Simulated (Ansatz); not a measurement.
# ZrO2

Method: PBE with spin–orbit coupling; two-component spinors; PAW, 420 eV, 6×6×4 k-mesh, Gaussian smearing of 0.05 eV; code Ansatz. The datasets are Ansatz's generated set soft_2.

```xyz
6
Lattice="3.6208 0.0000 0.0000 0.0000 3.6208 0.0000 0.0000 0.0000 5.2832" Properties=species:S:1:pos:R:3 pbc="T T T"
Zr    0.0000    0.0000    0.0000
Zr    1.8104    1.8104    2.6416
O     0.0000    1.8104    1.0187
O     0.0000    1.8104    3.6602
O     1.8104    0.0000    1.6229
O     1.8104    0.0000    4.2645
```

The chain of runs began from a cell as deposited in COD, expanded in volume.

The cell has space group P4_2/nmc (read at 0.01 Å). In it the stress is 0.01, 0.01, -0.03, 0.00, 0.00, 0.00 GPa and the largest force component 0.002 eV/Å. Each change below starts from this cell, without further relaxation. Stress is in GPa, positive in compression, in the order xx, yy, zz, yz, xz, xy; energies are counted from the cell above.

**Question.** What happens when atom 3 (O) is moved by 0.02 Å along x?

**Answer.** The energy changes by 1.0 meV per cell, and the force on it along the shift is -0.101 eV/Å (−F/u = 5.07 eV/Å²). Stress: 0.02, 0.02, -0.03, 0.00, 0.09, 0.00.
```tsv
atom	Fx (eV/Å)	Fy	Fz
Zr1	0.027	0.000	0.001
Zr2	-0.040	0.000	0.001
O3	-0.101	0.000	-0.005
O4	0.012	0.000	-0.001
O5	0.094	0.000	0.002
O6	0.008	0.000	0.002
```
In a harmonic crystal the energy would rise by −½F·u = ½ × 5.07 × 0.02² eV = 1.0 meV, which matches.

**Question.** A single strain component, atoms carried along, gave the stress 0.02, 0.02, 0.01, 0.00, 0.00, -3.05. Which component, and about how large?

**Answer.** An engineering strain of 2 % in xy; the energy changes by 13.3 meV per cell. The relaxed cell is 4 % larger in volume than the cell of this structure in the Crystallography Open Database (11.13 Å³/atom, 1995).

The oxygen sublattice is displaced from its ideal fluorite positions, giving each oxygen two short and two longer Zr–O contacts. Moving O3 along x, the direction in which the longer contacts lean, draws its largest response from O5 (0.094 eV/Å), not from either zirconium. Zr2, at the end of those longer contacts, is even pushed against the shift. This suggests that short-range repulsion there is too weak to outweigh the Coulomb term, as expected for a largely ionic oxide, and that much of the restoring force comes from neighbouring oxygens.

The xz stress accompanying the displacement shows that this shear couples to internal oxygen motion, so relaxing the atoms should soften it. The xy shear has no such linear coupling by symmetry, and its stiff response should therefore survive relaxation almost unchanged. The larger volume fits the usual underbinding of PBE, though the datasets may contribute. The positive restoring force on one atom doesn't establish stability against collective distortions, including those leading to the monoclinic phase.
